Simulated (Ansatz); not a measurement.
MnS:

```
Mn S
1.0
     3.95358    0.00000    0.00000
    -1.97679    3.42390    0.00000
     0.00000    0.00000    6.34253
Mn S
2 2
Direct
  0.66667 0.33333 0.49884
  0.33333 0.66667 0.99884
  0.33333 0.66667 0.62615
  0.66667 0.33333 0.12615
```

The cell is a database's computed one.

Base run:

```yaml
Program: Ansatz 0.2.0
Functional: PBE
Potentials_or_basis: Ansatz PAW
Cutoff: "420 eV (not typed: the program's choice for these potentials)"
k_mesh: 8 × 8 × 4
Occupations: fermi-dirac, width 0.05 eV
Spin: no spin polarisation
```

Its results: band gap on the k mesh none (metal or under the smearing width); pressure -19.9 GPa; largest force 0.127 eV/Å.

Q: The run is repeated on the same cell with these changes: spin from no spin polarisation to collinear spin, random start. What comes out?

A: Band gap on the k mesh 0.83 eV, indirect (least direct gap 1.50 eV); pressure -0.5 GPa; net moment 0.00 μB per cell; site moments Mn +3.96, -3.96; S +0.05, -0.05 μB; largest force 0.165 eV/Å.

Caveats: semilocal functionals often make such compounds metallic where correlation or magnetic order opens a gap, which also shifts bond lengths (some runs).

A k mesh can miss the band edges.
